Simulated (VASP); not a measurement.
# TePb (strained rocksalt): one PBE single-point calculation in two programs

```cif
data_structure
_symmetry_space_group_name_H-M 'P 1'
_symmetry_Int_Tables_number 1
_cell_length_a 4.6007
_cell_length_b 4.6007
_cell_length_c 4.5752
_cell_angle_alpha 60.183
_cell_angle_beta 60.183
_cell_angle_gamma 59.634
_cell_volume 68.47
loop_
_atom_site_label
_atom_site_type_symbol
_atom_site_fract_x
_atom_site_fract_y
_atom_site_fract_z
_atom_site_occupancy
Pb1 Pb 0.00000 0.00000 0.00000 1
Te1 Te 0.50000 0.50000 0.50000 1
```

Each program uses its own PAW datasets. VASP's cell holds 20 valence electrons and Ansatz's 30. Ansatz's stress includes a Pulay correction; VASP's doesn't.

Cutoffs: 520 eV in VASP, 420 eV in Ansatz. k meshes: 8×8×8 and 8×8×8.

```
                              VASP   Ansatz
gap between bands v and c  0.76 eV  0.76 eV
         least direct gap  0.76 eV  0.76 eV
                 pressure  1.4 GPa  1.5 GPa
```

Band v is the last that the valence electrons fill when counted band by band, and c is the next. Levels in eV from the top of v, Ansatz:

```json
{"point": "Γ", "v−1": "-1.33", "v": "-1.23", "c": "3.89", "c+1": "4.14"}
{"point": "X", "v−1": "-2.79", "v": "-2.67", "c": "3.35", "c+1": "5.27"}
{"point": "K", "v−1": "-2.21", "v": "-1.99", "c": "3.57", "c+1": "3.77"}
{"point": "L", "v−1": "-0.84", "v": "0.00", "c": "0.76", "c+1": "1.29"}
{"point": "W", "v−1": "-3.66", "v": "-0.32", "c": "1.70", "c+1": "5.16"}
```

VASP:

| point | v−1 | v | c | c+1 |
| --- | --- | --- | --- | --- |
| Γ | -1.33 | -1.22 | 3.90 | 4.14 |
| X | -2.78 | -2.67 | 3.34 | 5.27 |
| K | -2.20 | -1.99 | 3.57 | 3.77 |
| L | -0.83 | 0.00 | 0.76 | 1.29 |
| W | -3.65 | -0.31 | 1.71 | 5.16 |
